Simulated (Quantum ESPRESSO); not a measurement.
GaSb, 2 atoms in the cell. It takes space group F-43m (No. 216, cubic). The conventional cell has a = 6.118 Å, b = 6.118 Å, c = 6.118 Å, α = 90.00°, β = 90.00°, γ = 90.00°. Sb (site symmetry -43m) has 4 Ga at 2.65 Å as nearest neighbours. Ga (site symmetry -43m) has 4 Sb at 2.65 Å as nearest neighbours. 

* Program: Quantum ESPRESSO 7.5
* Task: single point
* Functional: PBEsol
* Potentials or basis: GBRV 1.5 PBEsol
* Cutoff: 762 eV
* Density cutoff: 6095 eV
* k mesh: 8 × 8 × 8
* Occupations: fermi-dirac, width 0.05 eV
* Spin: no spin polarisation
* Mixing beta: 0.5
* Most SCF iterations: 120
* SCF threshold: 4e-10 Ry

Potentials or basis: GBRV 1.5 PBEsol.

Run with:

```console
$ OMP_NUM_THREADS=1 mpirun -n 2 pw.x -nk 2 -in pw.in > pw.out
$ OMP_NUM_THREADS=1 mpirun -n 1 pp.x -in pp_density.in > pp_density.out
$ OMP_NUM_THREADS=1 mpirun -n 1 pp.x -in pp_potential.in > pp_potential.out
```

Hardware: 2 MPI ranks on Arm Neoverse V2, with other jobs on the host.

**Question.** How long does it take, and how much memory?

**Answer.** Run time: 31 s on 2 MPI ranks on Arm Neoverse V2, on a shared host, peak memory 0.36 GiB a rank. Counts: scf iterations 12, k pools 2, bands 25, k points 29, g dense 62079.
